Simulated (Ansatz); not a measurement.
Li3N (Li3N type, space group P6/mmm)

Space group P6/mmm (No. 191); a = 3.607 Å, b = 3.607 Å, c = 3.845 Å, α = 90.00°, β = 90.00°, γ = 120.00°

```
atom  site  symmetry       x       y       z
----  ----  --------  ------  ------  ------
Li      1b     6/mmm  0.0000  0.0000  0.5000
Li      2c      -6m2  0.3333  0.6667  0.0000
N       1a     6/mmm  0.0000  0.0000  0.0000
```

The volume is varied about the relaxed value V₀ at fixed cell shape. Symmetry pins the atoms to their sites.

Method: PBEsol (plane waves to 420 eV, PAW, scalar-relativistic; Ansatz, a first-principles code). k mesh 11×11×9 (Γ-centred), Fermi-Dirac smearing 0.05 eV. E stands for the smeared free energy. With the shape held, the modulus is that of even scaling; a crystal free to change shape is softer. Li3N was relaxed with its symmetry unable to fall. The zero of ΔE is the relaxed starting cell.

| V (Å³/atom) | ΔE (meV/atom) |
|---|---|
| 9.098 | 62.2 |
| 9.386 | 41.1 |
| 9.675 | 25.1 |
| 9.964 | 13.5 |
| 10.253 | 5.7 |
| 10.542 | 1.4 |
| 10.830 | 0.0 |
| 11.119 | 1.3 |
| 11.408 | 4.8 |
| 11.697 | 10.5 |
| 11.986 | 17.9 |
| 12.274 | 26.9 |
| 12.563 | 37.3 |

### Question
What is the fitted pressure derivative B₀′?

### Answer
3.8.

### Question
What bulk modulus at fixed cell shape B₀ follows from a third-order Birch-Murnaghan fit?

### Answer
54.6 GPa. Check by three points about V = 10.830 Å³/atom, step 0.289: d²E/dV² ≈ (1.4 − 2·0.0 + 1.3) meV / 0.289² = 0.0324 eV/Å⁶, and V·d²E/dV² × 160.2 = 56.2 GPa.

(Under strain, the slope of the energy per volume gives the stress and its curvature an elastic modulus.)
